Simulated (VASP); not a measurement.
ZnCu: single point with r2SCAN

ZnCu:

```
CELL_PARAMETERS angstrom
2.91869 0.00000 0.00000
0.00000 2.91869 0.00000
0.00000 0.00000 2.91869
ATOMIC_POSITIONS crystal
Zn 0.50000 0.50000 0.50000
Cu 0.00000 0.00000 0.00000
```

- Program: VASP 6.6.1
- Task: single point
- Functional: r2SCAN
- Potentials or basis: VASP PAW PBE potentials, release 64 (Zn, Cu)
- Cutoff: 520 eV
- k mesh: 14 × 14 × 14
- Occupations: gaussian, width 0.1 eV
- Spin: no spin polarisation
- Dipole correction: no
- Further INCAR settings: ALGO = Normal; EDIFF = 1e-06; NBANDS = 18

| Item | Value |
| --- | --- |
| Pressure | 0.7 GPa |
| Band gap on the k mesh | none (metal or under the smearing width) |
| Valence electrons inside the program's atomic spheres | Zn 10.88; Cu 10.06 |

Levels at points of the mesh, in eV from the Fermi level:
```csv
k point,band 8,band 9,band 10,band 11,band 12,band 13,band 14,band 15,band 16,band 17
"(0.00, 0.00, 0.00)",-3.82,-2.89,-2.89,-2.89,6.72,6.72,6.72,11.68,11.68,13.61
"(0.50, 0.00, 0.00)",-3.95,-3.48,-3.48,-2.97,-2.12,12.58,12.58,13.16,13.16,14.00
"(0.50, 0.50, 0.00)",-3.05,-3.05,-2.66,-2.10,-2.10,2.04,2.37,15.09,16.52,16.52
"(0.50, 0.50, 0.50)",-4.58,-2.64,-2.64,4.53,4.53,4.53,4.58,4.76,4.76,4.76
```

It took 90 s on 1 thread of Intel(R) Xeon(R) Platinum 8488C (Sapphire Rapids), with other jobs on the host, peak memory 0.18 GiB.

Caveat: the PAW data sets were made with another functional, which shifts forces and pressure a little.
